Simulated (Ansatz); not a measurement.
Runs of Ansatz 0.2.0 on Re. The structure is hexagonal, space group P6_3/mmc (No. 194). The conventional cell has a = 2.761 Å, b = 2.761 Å, c = 4.458 Å, α = 90.00°, β = 90.00°, γ = 120.00°. Re (site symmetry -6m2) has 12 Re at 2.74 to 2.76 Å as nearest neighbours. 

| level | gap on the mesh (eV) | pressure (GPa) |
| --- | --- | --- |
| BLYP | none | 20.5 |
| LDA | none | (b) |
| RPBE | none | 10.4 |
| PBEsol | none | -3.7 |
| revPBE | none | (a) |

Alike in all rows: task band structure; potentials or basis Ansatz PAW; no spin polarisation; cell as given; k mesh 6 × 6 × 4; cutoff (eV) 420; smearing fermi-dirac 0.05 eV; the mesh is coarse, so values aren't converged.

**Question.** Estimate the missing entries.

**Answer.** (a) 9.3; (b) -9.4.

Caveats: all runs use coarse meshes; spin-orbit coupling is left out, which moves the levels of the heavy elements; the PAW data sets come from PBE, with cores solved anew for the run's functional, which leaves a small shift of forces and pressure.

A k mesh can miss the band edges, and the runs leave out spin-orbit coupling on Re.

A gap of «none» marks a metal or a gap under the smearing width.

Runs at the PBE level aren't shown here.
